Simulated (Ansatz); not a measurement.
# TiO2: the cost of one run

Program: Ansatz 0.2.0. Level of theory: DFT PBE, scalar-relativistic, plane waves, PAW. These are calculated values, not measurements.

## (1) The system as given

It takes space group P1 (No. 1, triclinic). The conventional cell has a = 2.968 Å, b = 4.708 Å, c = 7.241 Å, α = 88.08°, β = 78.18°, γ = 90.00°. Ti (site symmetry 1) is surrounded by 6 O at 1.95 to 1.98 Å. Around Ti (site symmetry 1) lie 6 O at 1.96 to 1.97 Å. O (site symmetry 1) has 3 Ti at 1.96 Å in its first shell of neighbours. Around O (site symmetry 1) lie 3 Ti at 1.95 to 1.98 Å. Around O (site symmetry 1) lie 3 Ti at 1.97 Å. Only part of the 9 independent sites is listed.

Structure file:

```
CELL_PARAMETERS angstrom
8.90479 0.00000 0.00000
0.00042 9.41521 0.00000
1.48357 0.24235 7.08347
ATOMIC_POSITIONS crystal
Ti 0.22057 0.26024 0.68450
Ti 0.22057 0.76024 0.68450
Ti 0.55390 0.26024 0.68450
Ti 0.55390 0.76024 0.68450
Ti 0.88724 0.26024 0.68450
Ti 0.88724 0.76024 0.68450
Ti 0.11488 0.24013 0.31696
Ti 0.11488 0.74013 0.31696
Ti 0.44821 0.24013 0.31696
Ti 0.44821 0.74013 0.31696
Ti 0.78155 0.24013 0.31696
Ti 0.78155 0.74013 0.31696
Ti 0.00112 0.00019 0.00070
Ti 0.00112 0.50019 0.00070
Ti 0.33446 0.00019 0.00070
Ti 0.33446 0.50019 0.00070
Ti 0.66779 0.00019 0.00070
Ti 0.66779 0.50019 0.00070
O 0.18934 0.40765 0.87283
O 0.18934 0.90765 0.87283
O 0.52268 0.40765 0.87283
O 0.52268 0.90765 0.87283
O 0.85601 0.40765 0.87283
O 0.85601 0.90765 0.87283
O 0.07647 0.35150 0.54951
O 0.07647 0.85150 0.54951
O 0.40980 0.35150 0.54951
O 0.40980 0.85150 0.54951
O 0.74314 0.35150 0.54951
O 0.74314 0.85150 0.54951
O 0.30217 0.34592 0.19517
O 0.30217 0.84592 0.19517
O 0.63550 0.34592 0.19517
O 0.63550 0.84592 0.19517
O 0.96883 0.34592 0.19517
O 0.96883 0.84592 0.19517
O 0.03374 0.15448 0.80624
O 0.03374 0.65448 0.80624
O 0.36708 0.15448 0.80624
O 0.36708 0.65448 0.80624
O 0.70041 0.15448 0.80624
O 0.70041 0.65448 0.80624
O 0.25931 0.14886 0.45188
O 0.25931 0.64886 0.45188
O 0.59264 0.14886 0.45188
O 0.59264 0.64886 0.45188
O 0.92597 0.14886 0.45188
O 0.92597 0.64886 0.45188
O 0.14668 0.09272 0.12854
O 0.14668 0.59272 0.12854
O 0.48001 0.09272 0.12854
O 0.48001 0.59272 0.12854
O 0.81335 0.09272 0.12854
O 0.81335 0.59272 0.12854
```

The runs take a perfect supercell of 54 atoms; the defect goes to fractional position (0.189, 0.408, 0.873).

## (2) The perfect supercell

input.yaml

```yaml
crystal:
  lattice:
    - [8.904794, 0.0, 0.0]
    - [0.000416, 9.415214, 0.0]
    - [1.48357, 0.242353, 7.083465]
  atoms:
    - { symbol: Ti, position: [0.220569, 0.260237, 0.684496] }
    - { symbol: Ti, position: [0.220569, 0.760237, 0.684496] }
    - { symbol: Ti, position: [0.553903, 0.260237, 0.684496] }
    - { symbol: Ti, position: [0.553903, 0.760237, 0.684496] }
    - { symbol: Ti, position: [0.887236, 0.260237, 0.684496] }
    - { symbol: Ti, position: [0.887236, 0.760237, 0.684496] }
    - { symbol: Ti, position: [0.11488, 0.24013, 0.31696] }
    - { symbol: Ti, position: [0.11488, 0.74013, 0.31696] }
    - { symbol: Ti, position: [0.448213, 0.24013, 0.31696] }
    - { symbol: Ti, position: [0.448213, 0.74013, 0.31696] }
    - { symbol: Ti, position: [0.781547, 0.24013, 0.31696] }
    - { symbol: Ti, position: [0.781547, 0.74013, 0.31696] }
    - { symbol: Ti, position: [0.001124, 0.000194, 0.000703] }
    - { symbol: Ti, position: [0.001124, 0.500194, 0.000703] }
    - { symbol: Ti, position: [0.334457, 0.000194, 0.000703] }
    - { symbol: Ti, position: [0.334457, 0.500194, 0.000703] }
    - { symbol: Ti, position: [0.667791, 0.000194, 0.000703] }
    - { symbol: Ti, position: [0.667791, 0.500194, 0.000703] }
    - { symbol: O, position: [0.189342, 0.40765, 0.872827] }
    - { symbol: O, position: [0.189342, 0.90765, 0.872827] }
    - { symbol: O, position: [0.522675, 0.40765, 0.872827] }
    - { symbol: O, position: [0.522675, 0.90765, 0.872827] }
    - { symbol: O, position: [0.856009, 0.40765, 0.872827] }
    - { symbol: O, position: [0.856009, 0.90765, 0.872827] }
    - { symbol: O, position: [0.076469, 0.351504, 0.549515] }
    - { symbol: O, position: [0.076469, 0.851504, 0.549515] }
    - { symbol: O, position: [0.409802, 0.351504, 0.549515] }
    - { symbol: O, position: [0.409802, 0.851504, 0.549515] }
    - { symbol: O, position: [0.743136, 0.351504, 0.549515] }
    - { symbol: O, position: [0.743136, 0.851504, 0.549515] }
    - { symbol: O, position: [0.302166, 0.345918, 0.195172] }
    - { symbol: O, position: [0.302166, 0.845918, 0.195172] }
    - { symbol: O, position: [0.635499, 0.345918, 0.195172] }
    - { symbol: O, position: [0.635499, 0.845918, 0.195172] }
    - { symbol: O, position: [0.968832, 0.345918, 0.195172] }
    - { symbol: O, position: [0.968832, 0.845918, 0.195172] }
    - { symbol: O, position: [0.033745, 0.154477, 0.806243] }
    - { symbol: O, position: [0.033745, 0.654477, 0.806243] }
    - { symbol: O, position: [0.367079, 0.154477, 0.806243] }
    - { symbol: O, position: [0.367079, 0.654477, 0.806243] }
    - { symbol: O, position: [0.700412, 0.154477, 0.806243] }
    - { symbol: O, position: [0.700412, 0.654477, 0.806243] }
    - { symbol: O, position: [0.259309, 0.148864, 0.451878] }
    - { symbol: O, position: [0.259309, 0.648864, 0.451878] }
    - { symbol: O, position: [0.592642, 0.148864, 0.451878] }
    - { symbol: O, position: [0.592642, 0.648864, 0.451878] }
    - { symbol: O, position: [0.925975, 0.148864, 0.451878] }
    - { symbol: O, position: [0.925975, 0.648864, 0.451878] }
    - { symbol: O, position: [0.146679, 0.092719, 0.128539] }
    - { symbol: O, position: [0.146679, 0.592719, 0.128539] }
    - { symbol: O, position: [0.480013, 0.092719, 0.128539] }
    - { symbol: O, position: [0.480013, 0.592719, 0.128539] }
    - { symbol: O, position: [0.813346, 0.092719, 0.128539] }
    - { symbol: O, position: [0.813346, 0.592719, 0.128539] }
basis:
  ecutwfc: 420
  fft_grid_basis: typed
kpoints:
  mp_grid: { grid: [2, 1, 2] }
hamiltonian:
  xc: pbe
  pseudopotentials: { kind: paw }
scf:
  occupations: { method: gaussian, width: 0.05 }
output:
  forces: true
  stress: false
  eigenvalues: true
  bader: false
  write_density: true
  volumetric_format: npy
```

Launch:

```sh
> ansatz run input.yaml --threads 8 --pin off --max-ram 16384MiB --backend cpu --events-out ev --progress --plain --runs-dir out
```

**Question.** How long does this run take on 8 threads of Arm Neoverse V2, shared host, and how much memory does it need?

About 6 s, with a peak of 3 GiB.
